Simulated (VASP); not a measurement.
Runs of VASP 6.6.1 on W. The structure is cubic, space group Im-3m (No. 229). The conventional cell has a = 3.165 Å, b = 3.165 Å, c = 3.165 Å, α = 90.00°, β = 90.00°, γ = 90.00°. W (site symmetry m-3m) has 8 W at 2.74 Å as nearest neighbours. 

```tsv
task	level	potentials or basis	cell	cutoff (eV)	gap on the mesh (eV)	pressure (GPa)	relaxed volume (Å³/atom)
single point	LDA	VASP PAW LDA potentials, release 64 (W_sv)	as given	520	none	-7.2	-
relaxation of cell and atoms	PBE	VASP PAW PBE potentials, release 54 (W)	relaxed	600	none	0.0	15.96
relaxation of cell and atoms	RPBE	VASP PAW PBE potentials, release 64 (W_sv)	relaxed	600	none	0.0	(a)
band structure	MS2	VASP PAW PBE potentials, release 64 (W_sv)	as given	520	-	(b)	-
relaxation of cell and atoms	LDA	VASP PAW LDA potentials, release 64 (W_sv)	relaxed	600	none	0.0	15.49
```

Alike in all rows: no spin polarisation; k mesh 12 × 12 × 12; smearing fermi-dirac 0.05 eV.

Estimate the missing entries.

(a) 16.38; (b) -2.1.

Caveats: the PAW data sets were made with another functional, which shifts forces and pressure a little (some runs).

A k mesh can miss the band edges, and the runs leave out spin-orbit coupling on W.

A gap of «none» marks a metal or a gap under the smearing width.

Not every run made on this cell is shown here.
